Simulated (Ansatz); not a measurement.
**InP**

Computed with Ansatz (plane waves, PAW, 420 eV cutoff): PBEsol, scalar-relativistic, no spin polarisation, 10×10×10 k-mesh, Gaussian smearing of 0.05 eV; PAW files: Ansatz's generated set soft_2.

```xyz
2
Lattice="0.0000 2.7295 2.7295 2.7295 0.0000 2.7295 2.7295 2.7295 0.0000" Properties=species:S:1:pos:R:3 pbc="T T T"
In    0.0000    0.0000    0.0000
P     2.7295    2.7295    2.7295
```

The chain of runs began from a cell as deposited in COD, expanded in volume.

The cell above was scaled in volume, its shape and atoms being fixed by the lattice's symmetry. Energies are counted from the cell above.

```csv
V (Å³/atom),ΔE (meV/atom),P from the stress (GPa)
19.523,9.17,3.79
19.929,2.18,1.78
20.336,0.00,-0.01
20.743,2.11,-1.60
21.150,8.03,-3.02
```

Task: Do the energies and the pressures agree? Compare −ΔE/ΔV between neighbouring points (1 meV/Å³ = 0.1602 GPa) with the mean of their pressures.

Result: 
```tsv
interval (Å³/atom)	−ΔE/ΔV (GPa)	mean P (GPa)
19.52 to 19.93	2.8	2.8
19.93 to 20.34	0.9	0.9
20.34 to 20.74	-0.8	-0.8
20.74 to 21.15	-2.3	-2.3
```
They differ by 0.03 GPa at most.

Task: What do the two routes give for V0, B0 and B0′?

Result: A third-order Birch–Murnaghan fit of the energies: V0 = 20.33 Å³/atom, B0 = 84 GPa, B0′ = 4.9. A polynomial of P in ln V, with B = −dP/d ln V at P = 0: V0 = 20.33 Å³/atom, B0 = 84 GPa, B0′ = 4.8.

B0·V0 = 84.4 GPa × 20.33 Å³ = 10.71 eV/atom sets the scale: near the minimum ΔE ≈ ½ B0 V0 x², with x = V/V0 − 1, and a pressure of 0.8 GPa squeezes the volume by about 1 %. At the ends of the curve: x = −4.0 % predicts 8.5 meV/atom and the run gives 9.2; x = +4.0 % predicts 8.7 meV/atom and the run gives 8.0. The lopsidedness is anharmonic: atoms resist being pushed together more than being pulled apart. The run is a metal.
